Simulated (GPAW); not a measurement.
Here is a GPAW 26.7.0 calculation.

run.py

```python
from ase import Atoms
from ase.eos import EquationOfState
from ase.io import Trajectory
from ase.units import GPa
from gpaw import GPAW, PW

atoms = Atoms(['W', 'C'],
              cell=[[0.0, 2.192684, 2.192684],
                    [2.192684, 0.0, 2.192684],
                    [2.192684, 2.192684, 0.0]],
              scaled_positions=[[0.0, 0.0, 0.0],
                                [0.5, 0.5, 0.5]],
              pbc=True)

traj = Trajectory('eos.traj', 'w')
volumes, energies = [], []
for x in [0.94, 0.96, 0.98, 1.0, 1.02, 1.04, 1.06]:
    a = atoms.copy()
    a.set_cell(atoms.cell * x**(1 / 3), scale_atoms=True)
    calc = GPAW(mode=PW(800),
                xc='PBE',
                kpts={'size': (10, 10, 10), 'gamma': True},
                occupations={'name': 'fermi-dirac', 'width': 0.05},
                nbands=19,
                convergence={'density': 1e-05, 'energy': 1e-05},
                maxiter=150,
                txt=f'eos-{x:.2f}.txt')
    a.calc = calc
    energies.append(a.get_potential_energy(force_consistent=True))
    volumes.append(a.get_volume())
    p = -a.get_stress()[:3].mean() / GPa
    calc.write(f'eos-{x:.2f}.gpw')
    traj.write(a)
    print(f'{x:.2f} {volumes[-1]:10.4f} A^3 {energies[-1]:14.6f} eV {p:9.3f} GPa', flush=True)

v0, e0, B = EquationOfState(volumes, energies, eos='birchmurnaghan').fit()
print(f'V0 = {v0:.4f} A^3, E0 = {e0:.6f} eV, B0 = {B / GPa:.2f} GPa')
```

Potentials or basis: GPAW PAW data sets (gpaw-data 1.2.1), pw.

Run with:

```sh
$ OMP_NUM_THREADS=1 python run.py
```

(1) Estimate the pressure derivative of the bulk modulus.

(2) What does it give for the bulk modulus?

(3) Estimate the equilibrium volume.

## Answers

(1) 4.3.

(2) 368 GPa.

(3) 10.50 Å³/atom.
